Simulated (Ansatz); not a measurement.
Crystal: TiSe.

```
Se Ti
1.0
     3.55900    0.00000    0.00000
    -1.77950    3.08218    0.00000
     0.00000    0.00000    6.22000
Se Ti
2 2
Direct
  0.66667 0.33333 0.75000
  0.33333 0.66667 0.25000
  0.00000 0.00000 0.50000
  0.00000 0.00000 0.00000
```

| Quantity | Value |
| --- | --- |
| Program | Ansatz 0.2.0 |
| Task | relaxation of cell and atoms |
| Functional | BLYP |
| Potentials or basis | Ansatz PAW |
| Cutoff | 420 eV (not typed: the program's choice for these potentials) |
| k mesh | 9 × 9 × 5 |
| Occupations | fermi-dirac, width 0.05 eV |
| Spin | no spin polarisation |

At the start: volume 17.06 Å³/atom.

Where does the relaxation end?

It ends after 7 steps and the volume is 18.44 Å³/atom (+8.1 %); space group P6_3/mmc (No. 194, to 0.05 Å).

Step by step:
| step | energy change (eV) | largest force (eV/Å) | volume (Å³) |
| --- | --- | --- | --- |
| 1 | 0.0000 | 0.0000 | 68.23 |
| 2 | -0.2625 | 0.0000 | 73.54 |
| 3 | -0.3040 | 0.0000 | 73.73 |
| 4 | -0.3040 | 0.0000 | 73.72 |
| 5 | -0.3079 | 0.0000 | 73.72 |
| 6 | -0.3079 | 0.0000 | 73.77 |
| 7 | -0.3079 | 0.0000 | 73.77 |

Final structure:
```xyz
4
Lattice="3.5397 0.0000 0.0000 -1.7698 3.0655 0.0000 0.0000 0.0000 6.7985" Properties=species:S:1:pos:R:3 pbc="T T T"
Se    1.7698    1.0218    5.0989
Se    0.0000    2.0436    1.6996
Ti    0.0000    0.0000    3.3993
Ti    0.0000    0.0000    0.0000
```

Caveat: the plane-wave basis is chosen anew once the cell has moved, so the energies of steps on either side of that aren't comparable; the PAW data sets come from PBE, with cores solved anew for the run's functional, which leaves a small shift of forces and pressure.
